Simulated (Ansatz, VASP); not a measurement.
**Be: VASP beside Ansatz**

The input INCAR:

```
SYSTEM = Be
PREC     = Accurate       ! precision mode
ENCUT    = 520            ! plane-wave cutoff, eV
EDIFF    = 1E-6           ! SCF threshold, eV
ISMEAR   = -1             ! smearing method
SIGMA    = 0.1            ! smearing width, eV
LREAL    = .False.        ! projectors in reciprocal space
LASPH    = .True.         ! aspherical terms in the spheres
NELM     = 100            ! most SCF steps
ALGO     = Normal         ! electronic algorithm
ISIF     = 2              ! what is computed and relaxed
LWAVE    = .False.        ! write WAVECAR
LCHARG   = .False.        ! write CHGCAR
GGA      = PS             ! functional
NBANDS   = 9              ! bands
```

File KPOINTS:

```
regular mesh
0
Gamma
  20 20 10
  0 0 0
```

POSCAR

```
Be
1.0
   -1.5196728579      1.2458569271      1.1117990192
    1.2458569271     -1.5196728579      1.1117990192
    2.7479368930      2.7479368930     -1.6132933980
Be
2
Direct
    0.9583892371      0.0416107629      1.0000000000
    0.7916107629      0.2083892371      0.5000000000
```

Input for Ansatz:

```yaml
crystal:
  lattice:
    - [-1.5196728579, 1.2458569271, 1.1117990192]
    - [1.2458569271, -1.5196728579, 1.1117990192]
    - [2.747936893, 2.747936893, -1.613293398]
  atoms:
    - { symbol: Be, position: [0.9583892371, 0.0416107629, 1.0] }
    - { symbol: Be, position: [0.7916107629, 0.2083892371, 0.5] }
hamiltonian:
  xc: pbesol
  pseudopotentials:
    kind: paw
    azcp:
      Be: "pseudopotentials/Be.paw.azcp"
basis:
  ecutwfc: 420
  fft_grid_basis: typed
kpoints:
  mp_grid: { grid: [20, 20, 10], shift: [0, 0, 0] }
magnetization:
  spin_polarized: false
scf:
  occupations: { method: fermi_dirac, width: 0.1 }
  lower_state_search: "off"
output:
  stress: true
```

Alike in both runs: task single point; functional PBEsol; k mesh 20 × 20 × 10; occupations fermi-dirac, width 0.1 eV; no spin polarisation.

```csv
,VASP,Ansatz
version,VASP 6.6.1,Ansatz 0.2.0
potentials or method,"VASP PAW PBE potentials, release 64 (Be)","plane waves (420 eV) with PAW, scalar-relativistic"
plane-wave cutoff (eV),520,420
valence electrons in the cell,4,4
```

Ansatz gave:

```
pressure (GPa)                                  : 0.0
largest component of the traceless stress (GPa) : 0.15
```

Q: What did VASP give for the same quantities?

A: Pressure (GPa): 0.4; largest component of the traceless stress (GPa): 0.12.

Ansatz warned: «pseudo_functional_mismatch».

Caveats: the PAW data sets were made with another functional, which shifts forces and pressure a little (VASP).
